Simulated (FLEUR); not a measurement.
# C under changes of volume

One of the cells (5.672 Å³/atom); the others are scaled copies at fixed shape and fractional positions:

```
CELL_PARAMETERS angstrom
2.52210 0.00000 0.00000
-1.26105 2.18420 0.00000
0.00000 0.00000 8.23710
ATOMIC_POSITIONS crystal
C 0.66667 0.33333 0.84375
C 0.33333 0.66667 0.34375
C 0.66667 0.33333 0.65625
C 0.33333 0.66667 0.15625
C 0.00000 0.00000 0.90625
C 0.00000 0.00000 0.40625
C 0.00000 0.00000 0.59375
C 0.00000 0.00000 0.09375
```

This is a hexagonal form of diamond, not graphite.

* Program: FLEUR MaX-R8.1 (patched build s14)
* Functional: revPBE
* Potentials or basis: all-electron
* Basis: FLAPW
* Kmax: 5.34 1/bohr
* k mesh: 12 × 12 × 4
* Occupations: fermi-dirac, width 0.05 eV
* Spin: no spin polarisation

| volume (Å³/atom) | energy over the lowest point (meV/atom) | gap on the mesh (eV) |
| --- | --- | --- |
| 5.332 | ? | ? |
| 5.445 | 23.33 | 4.51 |
| 5.672 | 0.00 | 4.41 |
| 5.899 | 2.19 | 4.32 |
| 6.012 | 11.42 | 4.28 |

Question: What does the run at 5.332 Å³/atom give?

Answer: Energy over the lowest point 46.10 meV/atom; gap on the mesh 4.55 eV.

Worked out: A Birch-Murnaghan fit of order 2 (a polynomial in V^(-2/3)) to the other rows has its minimum at 5.76 Å³/atom with B0 = V·E''(V) = 422 GPa at fixed shape and positions, which overstates the stiffness. It gives 46.19 meV/atom at 5.332 Å³/atom, against the run's 46.10. A straight line through the other rows of the gap, of slope -2.33 eV per unit of ln V, extrapolates to 4.56 eV, against the run's 4.55.

Energies are extrapolated to zero smearing.

A mesh can miss the band edges.
